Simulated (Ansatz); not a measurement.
# AlAs: pressure against volume per atom

Periodic Kohn-Sham DFT of a crystal at fixed atoms; pressure and stress are positive in compression; the energy is the free energy less that of spherical unpolarised free atoms; site moments are those in the method's own spheres, positive along +z. The results are calculated, by Ansatz 0.2.0.

Cell of the first row (space group F-43m, No. 216):
```
cell vectors (Å)
   0.0000     2.7726     2.7726
   2.7726     0.0000     2.7726
   2.7726     2.7726     0.0000
atoms (fractions of the cell vectors)
Al  0.00000  0.00000  0.00000
As  0.75000  0.75000  0.75000
```

Settings of every row: method frozen-core PAW; functional PBEsol; relativity scalar; k mesh 11x11x11; filling fermi-dirac; smearing width 0.05 eV; wave cutoff 420 eV; paw set soft_2.

Atom start moment: 0 on all atoms.

Limits: PAW files made with PBE.

```csv
row,volume per atom (Å³),pressure (GPa)
1,21.314,5.787
2,21.768,?
3,22.221,2.11
4,22.448,1.305
5,22.675,0.54
6,22.902,-0.185
7,23.128,-0.874
8,23.582,-2.148
9,24.035,-3.294
```

Question: what pressure should row 2 give?

Worked fit of pressure. Take u = (V_r/V)^(2/3) − 1 with V_r = 22.788 Å³ an atom, which is twice the finite (Eulerian) strain; such expansions in the strain, on which the Birch-Murnaghan equation of state is built, carry the rest volume and the bulk modulus. The shown rows have u = 0.04559, 0.01694, 0.01007, 0.00332, -0.00332, -0.00982, -0.02257, -0.03489. Least squares give pressure = 0.1734 + 109.358 × u + 292.9 × u² + 202 × u³ GPa; a parabola predicts inner rows, each left out in turn, worse (root mean square 0.0033 against 0.0015 GPa). The rows lie off it by 0.000, -0.001, 0.000, 0.000, 0.001, -0.002, 0.000, 0.000. The pressure vanishes at u = -0.0016, or V = 22.84 Å³ an atom, and there the bulk modulus at fixed shape and fractions is B = −V dP/dV = (2/3)(1 + u) dP/du = 72.2 GPa. The withheld row has u = 0.031, so the fit gives 0.1734 + 109.358 × (0.031) + 292.9 × (0.031)² + 202 × (0.031)³ = 3.851 GPa.

The calculation gave 3.853 GPa. The fit lies 0.002 GPa (0.022 % of the column's range) below it; its largest miss of a shown row is 0.002 GPa.
